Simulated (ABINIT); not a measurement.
Te:

```
CELL_PARAMETERS angstrom
4.45400 0.00000 0.00000
-2.22700 3.85728 0.00000
0.00000 0.00000 5.92400
ATOMIC_POSITIONS crystal
Te 0.73100 0.73100 0.00000
Te 0.00000 0.26900 0.66667
Te 0.26900 0.00000 0.33333
```

Base run:

| Item | Value |
| --- | --- |
| Program | ABINIT 10.8.3 (patched build) |
| Functional | PBE |
| Potentials or basis | PseudoDojo NC SR PBE v0.4.1 standard |
| Cutoff | 952 eV |
| k mesh | 5 × 5 × 4 |
| Occupations | fermi-dirac, width 0.05 eV |
| Spin | no spin polarisation |

Its results: band gap on the k mesh 0.54 eV, indirect (least direct gap 0.75 eV); pressure 1.4 GPa; largest force 0.179 eV/Å.

**Question.** The run is repeated on the same cell with these changes: functional from PBE to LDA; potentials or basis from PseudoDojo NC SR PBE v0.4.1 standard to PseudoDojo NC SR LDA v0.4.1 standard. What comes out?

**Answer.** Band gap on the k mesh 0.50 eV, indirect (least direct gap 0.72 eV); pressure -2.0 GPa; largest force 0.080 eV/Å.

Caveats: spin-orbit coupling is left out, which moves the levels of the heavy elements; an odd mesh through Γ misses points on the zone boundary, where band edges often lie.
